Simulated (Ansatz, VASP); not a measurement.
# Cross-check of InAs between VASP and Ansatz

Aim: how closely do two programs agree when they are given the same cell, functional and k mesh? The cell is taken from a series of VASP runs on this material, whose earlier steps may have relaxed, scaled or displaced it; both programs get it as it stands.

Main program and level: Ansatz 0.2.0; plane waves, with VASP 6.6.1 beside it; zone-centre phonons at RPBE.

## 1. The structure

It takes space group F-43m (No. 216, cubic). Conventional cell: a = 6.258 Å, b = 6.258 Å, c = 6.258 Å, α = 90.00°, β = 90.00°, γ = 90.00°. Nearest to In lie 4 As at 2.71 Å. As has 4 In at 2.71 Å nearest. Farther neighbours are not listed.

## 2. Ansatz: zone-centre phonons, RPBE

Ansatz runs on its default PAW (the set named soft_2) files.

Second derivatives magnify differences that forces hide, and they need a tight electronic threshold.

The input, input.yaml:

```yaml
crystal:
  lattice:
    - [0.0, 3.1291609593, 3.1291609593]
    - [3.1291609593, 0.0, 3.1291609593]
    - [3.1291609593, 3.1291609593, 0.0]
  atoms:
    - { symbol: In, position: [0.0, 0.0, 0.0] }
    - { symbol: As, position: [0.75, 0.75, 0.75] }
hamiltonian:
  xc: rpbe
  pseudopotentials: { kind: paw }
kpoints:
  mp_grid: { grid: [10, 10, 10] }
scf:
  occupations: { method: gaussian, width: 0.05 }
phonons:
  method: dfpt
  qpoints: [[0, 0, 0]]
```

The run is started by

```console
> ansatz run input.yaml --threads 4 --pin off --max-ram 9216MiB --backend cpu --events-out ev --progress --plain --runs-dir out
```

Numbers of over 12 decimals in the logs are rounded to 6 here.

The program printed:

```text
zone centre: on kpoints.mp_grid the ground state, and the responses unless they are solved on pairs of k-points, stand on 102 of the mesh's 1000 k-points, reduced under 8 symmetry operations, with k and −k counted as one. Each operation leaves every solved displacement unchanged or reverses it
Engine: ansatz 0.2.0, aarch64-unknown-linux-gnu
Pseudopotentials: kind: paw
Pseudopotential: In, paw, valence charge 13, recommended cutoff 420 eV (normal), In.paw.azcp
Pseudopotential: As, paw, valence charge 15, recommended cutoff 420 eV (normal), As.paw.azcp
Functional definition: RPBE
  parameter kappa = 0.804
  parameter beta = 0.066725
  exchange = rpbe_x(kappa = kappa, mu = beta*pi^2/3)
  correlation = pbe_c(beta = beta)
Crystal: 2 atoms, lattice volume = 61.279 Å³
Basis set: ecut = 420 eV, 1243 PW (Γ), exchange–correlation on 60×60×60 points (8 copies of the dense FFT grid, shifted against one another)
Bands: 18, of which v1, the nominal top of the filled ones, is band 14 counted from 1 (13 counted from 0)
Symmetry: 24 space group operations
k-points: 102 of 1000 (irreducible under 8 space group operations, time reversal used)
Non-local potential: In, projectors of the file, l = 0: 2, l = 1: 2, l = 2: 2, l = 3: 2
Non-local potential: As, projectors of the file, l = 0: 2, l = 1: 2, l = 2: 3, l = 3: 1
PAW form: soft (Blöchl's): semilocal exchange-correlation on the pseudo side does not see the compensation charge
PAW frozen core: In, regenerated for the run's functional, and the local potential with it (the file was generated under x = pbe(κ = 0.804, μ = 0.219515), c = pbe(β = 0.066725))
PAW frozen core: As, regenerated for the run's functional, and the local potential with it (the file was generated under x = pbe(κ = 0.804, μ = 0.219515), c = pbe(β = 0.066725))
PAW one-centre angular grid: In, 590 points (default); XC on 64 Gauss nodes
PAW one-centre angular grid: As, 590 points (default); XC on 64 Gauss nodes
Initial density: superposition of atomic densities (neutral atoms: chi_scale 0, normalization atom), corrected by the library's trained network
Initial wavefunctions: pseudopotential atomic-orbital guess
Functional: x = rpbe, c = pbe(β = 0.066725)
SCF iter   1: F=—  HF=-10468.799274 eV  |F-HF|=—  |Δ(HF+E_count)|=         —  Δρ=3.05e-3  dr2=5.88e-3  ethr=1.77e-3  ⟨swp⟩=6.0  Hψ=8925  notcnv=0
preconditioner: auto → none  [insulator: Δε(μ)=0.699 eV  Ē_g=14.418 eV  σ=0.050 eV  W_gap=0.67  n_scr=14 (ndim 8)  ℏωp=20.1 eV  f_vac=0.130  D(μ)=0.06/eV (n_scr^D=0)  ε∞_Penn≈2.9]
SCF iter   2: F=—  HF=-10468.796770 eV  |F-HF|=—  |Δ(HF+E_count)|=   2.50e-3  Δρ=8.27e-4  dr2=6.41e-4  ethr=2.10e-5  ⟨swp⟩=2.0  Hψ=3978  notcnv=0
SCF iter   3: F=—  HF=-10468.796669 eV  |F-HF|=—  |Δ(HF+E_count)|=   1.02e-4  Δρ=3.90e-4  dr2=8.19e-5  ethr=2.29e-6  ⟨swp⟩=2.0  Hψ=2751  notcnv=0
SCF iter   4: F=—  HF=-10468.796729 eV  |F-HF|=—  |Δ(HF+E_count)|=   6.04e-5  Δρ=9.33e-5  dr2=4.42e-6  ethr=2.92e-7  ⟨swp⟩=2.0  Hψ=2245  notcnv=0
SCF iter   5: F=—  HF=-10468.796732 eV  |F-HF|=—  |Δ(HF+E_count)|=   3.42e-6  Δρ=2.82e-5  dr2=3.81e-7  ethr=1.58e-8  ⟨swp⟩=2.0  Hψ=3265  notcnv=0
SCF iter   6: F=—  HF=-10468.796733 eV  |F-HF|=—  |Δ(HF+E_count)|=   1.04e-6  Δρ=7.75e-6  dr2=2.35e-8  ethr=1.36e-9  ⟨swp⟩=2.0  Hψ=2755  notcnv=0
SCF iter   7: F=—  HF=-10468.796734 eV  |F-HF|=—  |Δ(HF+E_count)|=   1.13e-7  Δρ=1.71e-6  dr2=1.99e-9  ethr=8.40e-11  ⟨swp⟩=2.0  Hψ=2755  notcnv=0
SCF iter   8: F=—  HF=-10468.796734 eV  |F-HF|=—  |Δ(HF+E_count)|=   1.97e-8  Δρ=7.01e-7  dr2=1.98e-10  ethr=7.10e-12  ⟨swp⟩=2.6  Hψ=3327  notcnv=0
SCF iter   9: F=-10468.796734 eV  HF=-10468.796734 eV  |F-HF|=0.00e0  |Δ(HF+E_count)|=  3.69e-10  Δρ=4.89e-8  dr2=6.64e-13  ethr=1.00e-12  ⟨swp⟩=4.3  Hψ=8765  notcnv=0
SCF 1 converged in 9 iterations: F = -10468.796734 eV  dr2 = 6.64e-13
  greatest PAW one-centre occupation: 0.999 electrons in one spin orbital (limit 2), on the As atom at site 1 (counted from 0), in its partial waves of l = 2
DFPT response loops at Γ: preconditioner auto → Kerker (q_TF=auto, 2.394 Å⁻¹) (partly filled bands, converged f_vac=0.127); β = 1.00, the filter's whole step (`scf.mixing.beta` (0.50) is not read by the response loops under this deck's `scf.mixing.preconditioner`; to damp them name `kerker` or `kerker_dos`, under which they read `scf.mixing.beta`, and type it under 1.00, their step now; both keys bind the ground state too); Broyden in place of MSR1
SCF converged after 9 iterations
Free energy (F): -10468.796734 eV
Harris-Foulkes:  -10468.796734 eV  (|F-HF|=0.00e0)
Internal energy: -10468.796655 eV  (E = F + TS)
E sigma→0 (E₀):  -10468.796694 eV
Entropy (-TS):   -0.000078 eV (-0.039 meV/atom)
Fermi energy:    6.674502 eV
--- Per-component energies (eV) ---
  E_band       = -339.659469
  E_kinetic    = 344.214940
  E_local      = -3410.942609  (includes V_loc(G=0)·N_el)
  E_nonlocal   = -305.106050
  E_hartree    = 1639.487349
  E_xc         = -293.981385
  E_vxc        = -176.514038  (∫ρ·V_xc dr)
  E_paw        = -6004.300784  (= ΣΔE_a)
  E_vpaw       = -70.286412  (= ΣTr[D̂ρ^β])
  E_aug_tail   = 0.000034  (compensation charges beyond the density's cutoff)
  E_ewald      = -2438.001350
  E_core_change = -0.166799  (= ΣΔE_core)
  E_smearing   = -0.000078  (= −TS)
  E_closure    = -0.000000  (closes the sum)
  Σ components = -10468.796734   (vs F -10468.796734, Δ=0.00e0)
--- Band table (eV; the first three rows and the last of 102) ---
  k-point 0: bands = [... 10 lower, -4.5456, 6.0696, 6.6591, 6.6591, 6.6591, 10.5645, 10.5645, 10.5645]
  k-point 1: bands = [... 10 lower, -4.4602, 5.0696, 6.5531, 6.5531, 7.3720, 10.6085, 10.7284, 10.7284]
  k-point 2: bands = [... 10 lower, -4.2187, 3.7861, 6.3104, 6.3104, 7.7411, 11.0693, 11.0693, 11.1272]
  k-point 101: bands = [... 10 lower, -2.9168, 1.3874, 4.1960, 4.2847, 10.2295, 10.3623, 12.2018, 13.0939]
--- Phonons (Γ-DFPT): 2 representative perturbations + reference, on 102 of 1000 k-points (Σ response iterations 6) ---
  k mesh reduced under 8 symmetry operations, with k and −k counted as one. Each operation leaves every solved displacement unchanged or reverses it
  ASR residual: 1.090e-4 → 0.000e0 eV/Å²; symmetrization residual: 3.353e-6 eV/Å²
  ASR residual per site (eV/Å²): 1.09e-4 6.37e-5
  Γ frequencies (cm⁻¹): 0.00 0.00 0.00 190.46 190.46 190.46
  non-analytic LO–TO correction: not included (Born effective charges unavailable; polar crystals: no LO–TO splitting at Γ)
--- Phonons (arbitrary-q DFPT): 1 explicit q-point ---
  q = [0, 0, 0] (of the zone-centre solve; hermiticity 1.11e-6, symmetrization 4.03e-13): -0.00 -0.00 0.00 190.46 190.46 190.46
  sum rule: each row above includes the acoustic sum rule's correction from the zone centre's row sums; it moved no ω² by more than (0.51 cm⁻¹)²
```

Wall time 12 s (4 threads of Arm Neoverse V1, shared host); peak memory 0.68 GiB; 46 s of CPU time.

The column dr2 measures how far the density is from self-consistency, as an energy; F and HF (Harris–Foulkes) agree once it is small.

## 3. VASP: zone-centre phonons, RPBE

The same cell, functional, mesh and smearing now go to VASP, with its own data sets and cutoff.

Lines of VASP's logs that name or quote its potential files are left out, and so is its time.

The input, INCAR:

```
SYSTEM = InAs
PREC = Accurate
ENCUT = 450
EDIFF = 1E-08
NELM = 100
ISMEAR = 0
SIGMA = 0.05
LREAL = .FALSE.
ALGO = Normal
GGA = RP
NBANDS = 15
LORBIT = 11
LWAVE = .FALSE.
LCHARG = .FALSE.
KPAR = 8
IBRION = 8
ISIF = 2
```

The input, POSCAR:

```
InAs
1.0
    0.0000000000      3.1291609593      3.1291609593
    3.1291609593      0.0000000000      3.1291609593
    3.1291609593      3.1291609593      0.0000000000
In As
1 1
Direct
    0.0000000000      0.0000000000      0.0000000000
    0.7500000000      0.7500000000      0.7500000000
```

The input, KPOINTS:

```
Automatic mesh
0
Gamma
10 10 10
0 0 0
```

The projector-augmented-wave data sets are In_d and As (PBE family, release 64).

The run is started by

```console
> mpirun -np 8 vasp_std
```

The program printed:

```text
[banner, memory and clock lines left out]
running    8 mpi-ranks, on    1 nodes
 distrk:  each k-point on    1 cores,    8 groups
 distr:  one band on    1 cores,    1 groups

 POSCAR found type information on POSCAR InAs
 POSCAR found :  2 types and       2 ions
|                                                                             |
|           W    W    AA    RRRRR   N    N  II  N    N   GGGG   !!!           |
|           W    W   A  A   R    R  NN   N  II  NN   N  G    G  !!!           |
|           W    W  A    A  R    R  N N  N  II  N N  N  G       !!!           |
|           W WW W  AAAAAA  RRRRR   N  N N  II  N  N N  G  GGG   !            |
|           WW  WW  A    A  R   R   N   NN  II  N   NN  G    G                |
|           W    W  A    A  R    R  N    N  II  N    N   GGGG   !!!           |
|                                                                             |
|     For optimal performance we recommend to set                             |
|       NCORE = 2 up to number-of-cores-per-socket                            |
|     NCORE specifies how many cores store one orbital (NPAR=cpu/NCORE).      |
|     This setting can greatly improve the performance of VASP for DFT.       |
|     The default, NCORE=1 might be grossly inefficient on modern             |
|     multi-core architectures or massively parallel machines. Do your        |
|     Unfortunately you need to use the default for GW and RPA                |
|     calculations (for HF NCORE is supported but not extensively tested      |
|     yet).                                                                   |
|                                                                             |

|                                                                             |
|               ----> ADVICE to this user running VASP <----                  |
|                                                                             |
|     You enforced a specific xc type in the INCAR file but a different       |
|     [... a line on the potential file left out ...]
|     I HOPE YOU KNOW WHAT YOU ARE DOING!                                     |
|                                                                             |

 LDA part: xc-table for (Slater+PW92), standard interpolation
 POSCAR, INCAR and KPOINTS ok, starting setup
 FFT: planning ... GRIDC
 FFT: planning ... GRID_SOFT
 FFT: planning ... GRID
 WAVECAR not read
 entering main loop
       N       E                     dE             d eps       ncg     rms          rms(c)
DAV:   1     0.109258736913E+03    0.10926E+03   -0.76650E+03  1417   0.112E+03
DAV:   2     0.462631535029E+00   -0.10880E+03   -0.10491E+03  1529   0.283E+02
DAV:   3    -0.705944465078E+01   -0.75221E+01   -0.74801E+01  1788   0.775E+01
DAV:   4    -0.725635554486E+01   -0.19691E+00   -0.19686E+00  1720   0.145E+01
DAV:   5    -0.726644306458E+01   -0.10088E-01   -0.10087E-01  2187   0.271E+00    0.384E+00
DAV:   6    -0.705494954841E+01    0.21149E+00   -0.36581E-01  2237   0.918E+00    0.216E+00
DAV:   7    -0.704598549097E+01    0.89641E-02   -0.10729E-01  1874   0.258E+00    0.740E-01
DAV:   8    -0.705174594412E+01   -0.57605E-02   -0.13435E-02  1641   0.130E+00    0.132E-01
DAV:   9    -0.705323107751E+01   -0.14851E-02   -0.15758E-03  1704   0.339E-01    0.823E-02
DAV:  10    -0.705363507985E+01   -0.40400E-03   -0.37563E-04  1697   0.194E-01    0.432E-02
DAV:  11    -0.705381966034E+01   -0.18458E-03   -0.46969E-04  1578   0.148E-01    0.217E-02
DAV:  12    -0.705381968551E+01   -0.25172E-07   -0.79955E-06  1805   0.243E-02    0.931E-03
DAV:  13    -0.705382289389E+01   -0.32084E-05   -0.82709E-06  1599   0.178E-02    0.238E-03
DAV:  14    -0.705382300254E+01   -0.10865E-06   -0.43197E-07  1886   0.428E-03    0.229E-03
DAV:  15    -0.705382299412E+01    0.84203E-08   -0.49960E-08  1664   0.135E-03
   1 F= -.70538230E+01 E0= -.70537839E+01  d E =-.782825E-04
 Linear response reoptimize wavefunctions to high precision
DAV:   1    -0.705382311045E+01   -0.11633E-06   -0.14738E-08  1718   0.112E-03
DAV:   2    -0.705382311049E+01   -0.43656E-10   -0.33024E-10  1377   0.129E-04
 Linear response DOF=           2
 Linear response progress:
  Degree of freedom:   1/  2
       N       E                     dE             d eps       ncg     rms          rms(c)
RMM:   1    -0.233748325345E+00   -0.23375E+00   -0.12024E-01  6908   0.476E+00
RMM:   2    -0.236223253681E+00   -0.24749E-02   -0.11899E-02  8699   0.969E-01    0.815E-02
RMM:   3    -0.235948157030E+00    0.27510E-03   -0.14452E-03  9497   0.301E-01    0.364E-02
RMM:   4    -0.235599684625E+00    0.34847E-03   -0.14143E-04  9790   0.103E-01    0.237E-02
RMM:   5    -0.235395540478E+00    0.20414E-03   -0.33072E-06  9602   0.406E-02    0.715E-03
RMM:   6    -0.235341528652E+00    0.54012E-04   -0.24296E-06  9769   0.142E-02    0.177E-03
RMM:   7    -0.235348943223E+00   -0.74146E-05   -0.89334E-06  9978   0.443E-03    0.984E-04
RMM:   8    -0.235353173289E+00   -0.42301E-05   -0.23407E-06  9606   0.195E-03    0.320E-04
RMM:   9    -0.235354602256E+00   -0.14290E-05   -0.31187E-06 10333   0.807E-04    0.125E-04
RMM:  10    -0.235354435647E+00    0.16661E-06   -0.14590E-06 10520   0.365E-04    0.412E-05
RMM:  11    -0.235354540758E+00   -0.10511E-06   -0.11482E-06 10225   0.179E-04    0.163E-05
RMM:  12    -0.235354515843E+00    0.24915E-07   -0.15735E-07 11026   0.924E-05    0.102E-05
RMM:  13    -0.235354555234E+00   -0.39390E-07   -0.31874E-07 10256   0.511E-05    0.375E-06
RMM:  14    -0.235354509228E+00    0.46005E-07   -0.39035E-08  9875   0.312E-05    0.390E-06
RMM:  15    -0.235354504015E+00    0.52135E-08   -0.87650E-08  9157   0.207E-05    0.174E-06
 first order change of Fermi-energy  -0.55797E-04
 force on displaced ion       1 direction 1 :  -6.140   0.000   0.000
 Linear response progress:
  Degree of freedom:   2/  2
       N       E                     dE             d eps       ncg     rms          rms(c)
RMM:   1    -0.465295732139E-01   -0.46530E-01    0.64431E-02 10350   0.137E+00
RMM:   2    -0.441481087458E-01    0.23815E-02    0.15816E-03  8124   0.500E-01    0.973E-02
RMM:   3    -0.448322979083E-01   -0.68419E-03   -0.15965E-03  9483   0.207E-01    0.435E-02
RMM:   4    -0.450705166053E-01   -0.23822E-03   -0.13522E-04  9450   0.733E-02    0.119E-02
RMM:   5    -0.451376905683E-01   -0.67174E-04   -0.18265E-05  9704   0.308E-02    0.576E-03
RMM:   6    -0.451383333023E-01   -0.64273E-06   -0.32067E-06  9098   0.100E-02    0.148E-03
RMM:   7    -0.451375447171E-01    0.78859E-06   -0.15088E-07  9891   0.320E-03    0.104E-03
RMM:   8    -0.451392004774E-01   -0.16558E-05   -0.10932E-07  8780   0.144E-03    0.467E-04
RMM:   9    -0.451408654022E-01   -0.16649E-05   -0.46481E-08  9680   0.655E-04    0.149E-04
RMM:  10    -0.451408777234E-01   -0.12321E-07   -0.25766E-08 10272   0.224E-04    0.327E-05
RMM:  11    -0.451408912900E-01   -0.13567E-07   -0.92888E-08 10425   0.740E-05    0.180E-05
RMM:  12    -0.451409092576E-01   -0.17968E-07    0.69720E-09 10427   0.276E-05    0.713E-06
RMM:  13    -0.451408977784E-01    0.11479E-07    0.11032E-08 10011   0.116E-05    0.371E-06
RMM:  14    -0.451409017764E-01   -0.39980E-08    0.82971E-09  8264   0.618E-06    0.292E-07
 first order change of Fermi-energy   0.37380E-03
 force on displaced ion       2 direction 1 :  -6.090   0.000   0.000
 Linear response finished
```

(Continued in part 2 of 2.)

[Lines on the potential files, build, host, timing and source positions are cut from VASP's logs without a mark.]

[Logs are printed without paths, hosts, clocks, repeated set-up lines and the standing remarks that a program may print on its own settings, such as how far it seeks lower states.]

[Hosts, paths, dates, database ids (printed as entryN), source tags and the programs' standing remarks are cut or masked in the printed files.]
